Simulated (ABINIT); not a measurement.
Runs of ABINIT 10.8.3 (patched build) on Pt. It takes space group P6_3/mmc (No. 194, hexagonal). Conventional cell: a = 2.761 Å, b = 2.761 Å, c = 4.792 Å, α = 90.00°, β = 90.00°, γ = 120.00°. Pt (site symmetry -6m2) is surrounded by 12 Pt at 2.76 to 2.88 Å. This isn't the form of Pt at room conditions, which is fcc.

| task | level | potentials or basis | cell | cell freedom (optcell) | cutoff smearing ecutsm (Ha) | optimiser (ionmov) | force stop (Ha/bohr) | gap on the mesh (eV) | pressure (GPa) | relaxed volume (Å³/atom) |
| --- | --- | --- | --- | --- | --- | --- | --- | --- | --- | --- |
| relaxation of cell and atoms | LDA | JTH PAW LDA v2.0 | relaxed | 2 | 0.5 | 2 | 0.0005 | none | 0.0 | 14.89 |
| relaxation of cell and atoms | PBEsol | JTH PAW PBE v2.0 | relaxed | 2 | 0.5 | 2 | 0.0005 | none | 0.1 | (a) |
| single point | PBE | JTH PAW PBE v2.0 | as given | - | - | - | - | none | 0.0 | - |
| single point | PBE | JTH PAW PBE v2.0 | atoms moved at random, drawn with an rms of 0.05 Å | - | - | - | - | none | 0.3 | - |

Alike in all rows: no spin polarisation; k mesh 11 × 11 × 6; cutoff (eV) 435; smearing fermi-dirac 0.05 eV.

Problem. Estimate the missing entries.

Solution. (a) 15.22.

Caveats: the PAW data sets were made with another functional, which shifts forces and pressure a little (some runs).

A k mesh can miss the band edges, and the runs leave out spin-orbit coupling on Pt.

A gap of «none» marks a metal or a gap under the smearing width.
